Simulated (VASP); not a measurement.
Te2Pt (Moncheite), 3 atoms in the cell. It takes space group P-3m1 (No. 164, trigonal). Conventional cell: a = 4.049 Å, b = 4.049 Å, c = 5.132 Å, α = 90.00°, β = 90.00°, γ = 120.00°. Te (site symmetry 3m) has 3 Pt at 2.70 Å as nearest neighbours. Around Pt (site symmetry -3m) lie 6 Te at 2.70 Å. 

| Quantity | Value |
| --- | --- |
| Program | VASP 6.6.1 |
| Task | single point |
| Functional | PBE |
| Dispersion | D3(BJ) |
| Potentials or basis | VASP PAW PBE potentials, release 64 (Te, Pt) |
| Cutoff | 520 eV |
| k mesh | 6 × 6 × 4 |
| Occupations | fermi-dirac, width 0.02 eV |
| Spin | no spin polarisation |
| Dipole correction | no |
| Further INCAR settings | ALGO = Normal; EDIFF = 1e-06; NBANDS = 18 |

Potentials or basis: VASP PAW PBE potentials, release 64 (Te, Pt).

The run is started by

```bash
$ cat potpaw_PBE.64/Te/POTCAR potpaw_PBE.64/Pt/POTCAR > POTCAR
$ mpirun -np 1 vasp_std > vasp.out
```

Hardware: 1 thread of Intel(R) Xeon(R) Platinum 8488C (Sapphire Rapids) (shared host).

Q: How long does it take, and how much memory?

A: Wall time 25 s on 1 thread of Intel(R) Xeon(R) Platinum 8488C (Sapphire Rapids), with other jobs on the host, peak memory 0.2 GiB. Counts: scf iterations 13, k points 24.
